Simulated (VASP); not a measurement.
Runs of VASP 6.6.1 on CuI (Marshite). The structure is cubic, space group F-43m (No. 216). Conventional cell: a = 5.867 Å, b = 5.867 Å, c = 5.867 Å, α = 90.00°, β = 90.00°, γ = 90.00°. Cu (site symmetry -43m) is surrounded by 4 I at 2.54 Å. Around I (site symmetry -43m) lie 4 Cu at 2.54 Å. 

```csv
task,level,potentials or basis,cell,gap on the mesh (eV),pressure (GPa)
relaxation of the atoms,LDA,"VASP PAW LDA potentials, release 64 (Cu, I)",atoms relaxed from: a relaxed cell with its volume scaled by 1.02,1.22,-1.1
relaxation of the atoms,PBE,"VASP PAW PBE potentials, release 64 (Cu, I)",atoms relaxed from: a relaxed cell with its volume scaled by 1.06,0.98,-1.9
relaxation of cell and atoms,LDA,"VASP PAW LDA potentials, release 64 (Cu, I)",relaxed,(b),0.0
relaxation of the atoms,LDA,"VASP PAW LDA potentials, release 64 (Cu, I)",atoms relaxed from: a relaxed cell with its volume scaled by 0.98,1.34,1.2
relaxation of cell and atoms,PBE,"VASP PAW PBE potentials, release 64 (Cu, I)",relaxed,(a),0.0
```

Alike in all rows: no spin polarisation; k mesh 8 × 8 × 8; cutoff (eV) 600; smearing gaussian 0.03 eV.

Question: Estimate the missing entries.

Answer: (a) 1.12; (b) 1.28.

Caveats: spin-orbit coupling is left out, which moves the levels of the heavy elements; the relaxation stopped at its first step, so nothing moved (some runs).

A k mesh can miss the band edges, and the runs leave out spin-orbit coupling on I.
